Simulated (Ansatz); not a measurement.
Rocksalt CaO, relaxed with r2SCAN. It is cubic, Fm-3m (No. 225); a = 4.795 Å in the conventional setting, 13.78 Å³ an atom. Ca is surrounded by 6 O at 2.40 Å; O is surrounded by 6 Ca at 2.40 Å.

```
Ca O
1.0
     0.00000    2.39755    2.39755
     2.39755    0.00000    2.39755
     2.39755    2.39755    0.00000
Ca O
1 1
Direct
  0.00000 0.00000 0.00000
  0.50000 0.50000 0.50000
```

3 runs of Ansatz 0.2.0 on this cell differ in the functional (and in the settings that go with it). Levels are in eV from each run's valence top; v1 is the last filled band, c1 the first empty one.

Run A, mean stress 0.0 GPa (compression positive):

| point | v2 | v1 | c1 | c2 |
| --- | --- | --- | --- | --- |
| Γ | 0.00 | 0.00 | 5.50 | 6.87 |
| X | -0.38 | -0.38 | 4.20 | 8.83 |
| U | -1.20 | -0.78 | 5.73 | 8.70 |
| L | -1.20 | -1.20 | 7.73 | 9.07 |

Run B, mean stress +0.2 GPa (compression positive):

| point | v2 | v1 | c1 | c2 |
| --- | --- | --- | --- | --- |
| Γ | 0.00 | 0.00 | 6.31 | 8.21 |
| X | -0.42 | -0.42 | 5.31 | 10.20 |
| U | -1.32 | -0.84 | 6.92 | 10.09 |
| L | -1.26 | -1.26 | 9.08 | 10.12 |

Run C, mean stress +0.1 GPa (compression positive):

| point | v2 | v1 | c1 | c2 |
| --- | --- | --- | --- | --- |
| Γ | 0.00 | 0.00 | 7.03 | 8.98 |
| X | -0.43 | -0.43 | 6.05 | 10.97 |
| U | -1.35 | -0.86 | 7.67 | 10.86 |
| L | -1.28 | -1.28 | 9.85 | 10.86 |

Question: Match the runs to r2SCAN, HSE06, PBE0.

Answer: A is r2SCAN, B is HSE06, C is PBE0. In order of the gap: r2SCAN 4.20, HSE06 5.31, PBE0 6.05 eV.

No spin polarisation and no zero-point or thermal motion.

The program warns that its thresholds are loose for a hybrid's stress.

The meshes of the hybrids are coarse, so their gaps aren't converged to the digits shown.
